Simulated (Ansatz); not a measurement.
**Al: further runs on the relaxed cell**

One table from this session's results is given with a row withheld; the runs are named, their logs left out.

Program: Ansatz 0.2.0. Level of theory: DFT PBE, scalar-relativistic, plane waves, PAW. These are calculated values, not measurements.

1 further run of the same task is left out (set aside as unsound or not needed).

**The system as given**

Symmetry: Fm-3m, No. 225, cubic system. Conventional cell: a = 4.041 Å, b = 4.041 Å, c = 4.041 Å, α = 90.00°, β = 90.00°, γ = 90.00°. Al (site symmetry m-3m) has 12 Al at 2.86 Å as nearest neighbours.

Structure file:

```cif
data_structure
_symmetry_space_group_name_H-M 'Fm-3m'
_symmetry_Int_Tables_number 225
_cell_length_a 4.0415
_cell_length_b 4.0415
_cell_length_c 4.0415
_cell_angle_alpha 90.000
_cell_angle_beta 90.000
_cell_angle_gamma 90.000
_cell_volume 66.01
loop_
_atom_site_label
_atom_site_type_symbol
_atom_site_symmetry_multiplicity
_atom_site_Wyckoff_symbol
_atom_site_fract_x
_atom_site_fract_y
_atom_site_fract_z
_atom_site_occupancy
Al1 Al 4 a 0.00000 0.00000 0.00000 1
```

It is the result of an earlier relaxation at this level (volume 16.50 Å³/atom; gap on the mesh: none (metal)).

Set-up of the first run:

File input.yaml:

```yaml
crystal:
  lattice:
    - [0.0, 2.0207284184, 2.0207284184]
    - [2.0207284184, 0.0, 2.0207284184]
    - [2.0207284184, 2.0207284184, 0.0]
  atoms:
    - { symbol: Al, position: [0.0, 0.0, 0.0] }
basis:
  ecutwfc: 420
kpoints:
  mp_grid: { grid: [18, 18, 18] }
  band_path:
    path:
      - [[0.0, 0.0, 0.0], [0.5, 0.0, 0.5], [0.625, 0.25, 0.625]]
      - [[0.375, 0.375, 0.75], [0.0, 0.0, 0.0], [0.5, 0.5, 0.5], [0.5, 0.25, 0.75], [0.5, 0.0, 0.5]]
    npoints: 14
hamiltonian:
  xc: pbe
scf:
  occupations: { method: gaussian, width: 0.1 }
  n_extra_bands: 6
output:
  forces: true
  stress: true
  eigenvalues: true
  populations: true
  dos: { projected: true, de: 0.02, nscf_kmesh: { grid: [27, 27, 27] } }
  bader: true
```

Launch:

```console
$ ansatz run input.yaml --threads 1 --pin off --max-ram 2560MiB --backend cpu --events-out ev --progress --plain --runs-dir out
```

Steps of the session up to this table: Electronic structure at the relaxed geometry; Volume × 0.97; Point at V/V0 = 1.03; Volume × 0.94; The cell scaled to 1.06 of its volume.

One table of the session follows, with a row left open; its other results are not shown here.

It belongs to the step «Fit of the equation of state». 

| volume (Å³/atom) | energy above the lowest point (meV/atom) | pressure (GPa) |
| --- | --- | --- |
| 15.512 | 15.8 | 5.42 |
| 16.008 | 3.8 | 2.48 |
| 16.503 | 0.0 | 0.00 |
| 16.998 | ? | ? |
| 17.493 | 12.6 | -3.97 |

Q: Estimate the row for volume (Å³/atom) = 16.998 from the others.

Worked estimate for «energy above the lowest point (meV/atom)». A straight line through the neighbours (16.503, 0.0) and (17.493, 12.6) gives 0.0 + (12.6 − 0.0) × (16.998 − 16.503) / (17.493 − 16.503) = 6.3; a parabola fitted to 3 rows on both sides gives 2.9.

As computed: energy above the lowest point (meV/atom): 3.2; pressure (GPa): -2.13. In «energy above the lowest point (meV/atom)» the line misses by +3.1 and the parabola by -0.3.
